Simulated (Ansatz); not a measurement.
## ZrO₂: holes, doping and thermopower

Plane-wave DFT in Ansatz, PBEsol, scalar-relativistic PAW potentials, cutoff 420 eV, no spin-orbit coupling; no spin polarisation. ZrO₂ in space group Fm-3m, which needn't be the usual phase of this composition. Boltzmann transport at 300 K in rigid bands with one relaxation time, bands interpolated from the k mesh 8×8×8; values are means over x, y, z.

| holes (cm⁻³) | size of S (μV/K) | σ/τ (Ω⁻¹ m⁻¹ s⁻¹) |
| --- | --- | --- |
| 10^18 | 629.4 | 3.9e+16 |
| 10^19 | ? | 3.9e+17 |
| 10^20 | 238.8 | 3.89e+18 |
| 10^21 | 85.8 | 3.73e+19 |

Question: Take the lowest doping as non-degenerate: get the effective density of states and the masses, and predict the missing S.

Answer: For parabolic bands and one τ, |S| = (k_B/e)(5/2 − η) with k_B/e = 86.17 μV/K and n = N e^η. The first row gives η = -4.80, N = 12.20×10¹⁹ cm⁻³ and, from N = 2.509×10¹⁹ cm⁻³ × m_d^(3/2), a density-of-states mass of 2.87 mₑ (all valleys and bands together). σ/τ = ne²/m_c gives a conductivity mass of 0.72 mₑ; m_d is 4.0 times m_c, the sign of several valleys, several bands or anisotropy. A decade of doping costs (k_B/e) ln 10 = 198.4 μV/K, which predicts 431 μV/K; the run gave 431.5. There η is about -2.5, where Fermi statistics begin to count, but their first corrections to η and to the mean carrier energy nearly cancel, so the rule still holds. At 10^21 cm⁻³ the rule would give 34 μV/K against 85.8: the gas is degenerate there. Scattering that depends on energy changes the 5/2, and whether such doping can be reached wasn't computed.

Cost: about 3.1 core-minutes for the runs cited, on AMD EPYC 9R45 (Zen 5) (shared hosts).